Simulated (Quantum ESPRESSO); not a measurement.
Crystal: GaN.

```
Ga N
1.0
     3.18000    0.00000    0.00000
    -1.59000    2.75396    0.00000
     0.00000    0.00000    5.16600
Ga N
2 2
Direct
  0.66667 0.33333 0.50000
  0.33333 0.66667 0.00000
  0.66667 0.33333 0.87500
  0.33333 0.66667 0.37500
```

Base run:

```yaml
Program: Quantum ESPRESSO 7.5
Functional: BLYP
Potentials_or_basis: GBRV 1.5 PBE
Cutoff: 762 eV
Density_cutoff: 6095 eV
k_mesh: 6 × 6 × 4, shifted
Occupations: fermi-dirac, width 0.05 eV
Spin: no spin polarisation
```

Its results: pressure 14.0 GPa; largest force 0.132 eV/Å; electronic dielectric tensor (diagonal) 5.85, 5.85, 5.57.

Q: After a change of settings the same cell gave: pressure 7.6 GPa; largest force 0.137 eV/Å; electronic dielectric tensor (diagonal) 5.99, 5.99, 5.69. Which change was it?
A. functional from BLYP to AM05
B. functional from BLYP to PBE
C. functional from BLYP to WC
D. functional from BLYP to PBEsol; potentials or basis from GBRV 1.5 PBE to GBRV 1.5 PBEsol

A: B.

PBE binds more tightly than BLYP, so the same cell stands under less pressure.

Caveats: the cell is more than 3 GPa from zero pressure, which shifts response properties; the potentials were made for another functional, which shifts forces and pressure (some runs).
